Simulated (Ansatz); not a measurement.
## A series in temperature on Li

All results are calculated (Ansatz 0.2.0). Harmonic vibrational free energy, entropy and heat capacity at constant volume, per atom, from the force constants of a q mesh, imaginary modes left out; plane waves with PAW datasets, Gamma-centred k mesh.

Structure of every row:
```
cell vectors (Å)
   1.5301    -2.6484     0.0045
   1.5301     2.6484     0.0045
  -0.0445     0.0000    15.0070
atoms (fractions of the cell vectors)
Li  0.08368  0.41732  0.49998
Li  0.41732  0.08368  0.99998
Li  0.41727  0.08373  0.33336
Li  0.75009  0.75092  0.66666
Li  0.08373  0.41727  0.83336
Li  0.75092  0.75009  0.16666
```

Settings of every row: functional PBE; dispersion none; spin none; wave cutoff 420 eV; k mesh 16x16x4; occupations fermi dirac; smearing width 0.15 eV; pressure 0 GPa; phonon method linear response; q mesh 4x4x1.

Limits: image ties in doubt; levels loosely converged; metal sensitive to the k mesh; structure snapped to symmetry; symmetry narrowed by fft grid; the cell comes from a prototype or a list of computed structures and needn't be the stable phase.

```
row  temperature (K)  phonon entropy (kB/atom)  phonon heat capacity (kB/atom)  phonon free energy (meV/atom)
  1              200                     2.155                           2.421                           25.7
  2              300                     3.203                           2.718                            2.4
  3              400                     4.003                           2.836                          -28.8
  4              500                     4.643                           2.893                          -66.1
  5              600                         ?                               ?                              ?
  6              700                     5.626                           2.945                         -155.1
  7              800                      6.02                           2.957                         -205.3
  8              900                     6.369                           2.966                         -258.7
  9             1000                     6.682                           2.973                           -315
```

Question: what phonon entropy and phonon heat capacity should row 5 give?

Worked fit of phonon entropy. Entropy rises as the heat capacity times the change of ln T, so take t = ln(T / 300 K). The shown rows have t = -0.4055, 0, 0.2877, 0.5108, 0.8473, 0.9808, 1.0986, 1.204. Least squares give phonon entropy = 3.2174 + 2.70133 × t + 0.15308 × t² kB/atom; a straight line predicts inner rows, each left out in turn, worse (root mean square 0.037 against 0.011 kB/atom). The rows lie off it by 0.008, -0.014, -0.004, 0.006, 0.010, 0.006, -0.001, -0.010 (root mean square 0.0083 kB/atom), a smooth pattern that one more power would take up: the form is only approximate. The slope at t = 0, 2.7 kB/atom, estimates the heat capacity at 300 K. The withheld row has t = 0.6931, so the fit gives 3.2174 + 2.70133 × (0.6931) + 0.15308 × (0.6931)² = 5.163 kB/atom.

The calculation gave 5.174 kB/atom. The fit lies 0.011 kB/atom (0.24 % of the column's range) below it; its largest miss of a shown row is 0.014 kB/atom.

Worked fit of phonon heat capacity. At high temperature a harmonic heat capacity falls short of its limit by a term in 1/T², so take t = (100 K / T)². The shown rows have t = 0.25, 0.11111, 0.0625, 0.04, 0.02041, 0.01562, 0.01235, 0.01. Least squares give phonon heat capacity = 2.9994 − 2.7122 × t + 1.595 × t² kB/atom; a straight line predicts inner rows, each left out in turn, worse (root mean square 0.0093 against 0.00047 kB/atom). The rows lie off it by 0.000, 0.000, 0.000, 0.000, 0.000, 0.000, 0.000, 0.001. The constant, 2.9994 kB/atom, is to be held against the harmonic limit of 3 k_B an atom. The withheld row has t = 0.02778, so the fit gives 2.9994 − 2.7122 × (0.02778) + 1.595 × (0.02778)² = 2.925 kB/atom.

The calculation gave 2.925 kB/atom. The fit meets it to the printed digit.

The other values of row 5: phonon free energy -108.5 meV/atom.
